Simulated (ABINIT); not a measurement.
Runs of ABINIT 10.8.3 (patched build) on Au. Symmetry: Fm-3m, No. 225, cubic system. The conventional cell has a = 4.070 Å, b = 4.070 Å, c = 4.070 Å, α = 90.00°, β = 90.00°, γ = 90.00°. Au (site symmetry m-3m) has 12 Au at 2.88 Å as nearest neighbours. 

```csv
level,potentials or basis,cutoff (eV),fine-grid cutoff,gap on the mesh (eV),pressure (GPa)
PW91,PseudoDojo NC SR PBE v0.4.1 standard,1034,-,none,10.7
LDA-PZ,PseudoDojo NC SR LDA v0.4.1 standard,871,-,none,-
OLYP,PseudoDojo NC SR PBE v0.4.1 standard,1034,-,none,9.0
rSCAN,JTH PAW PBE v2.0,816,1414.99 eV,none,7.1
BLYP,PseudoDojo NC SR PBE v0.4.1 standard,1034,-,none,(a)
```

Alike in all rows: task band structure; no spin polarisation; cell as given; k mesh 11 × 11 × 11; smearing fermi-dirac 0.05 eV.

Task: Estimate the missing entries.

Result: (a) 22.2.

Caveats: spin-orbit coupling is left out, which moves the levels of the heavy elements; the potentials were made for another functional, which shifts forces and pressure (some runs); the PAW data sets were made with another functional, which shifts forces and pressure a little (some runs); so large a pressure means that the cell lies far from this level's equilibrium, or that cutoff or potentials fall short (some runs).

A k mesh can miss the band edges, and the runs leave out spin-orbit coupling on Au.

A gap of «none» marks a metal or a gap under the smearing width.

The runs don't all hold the same shells in valence.

Runs at the PBE level aren't shown here.
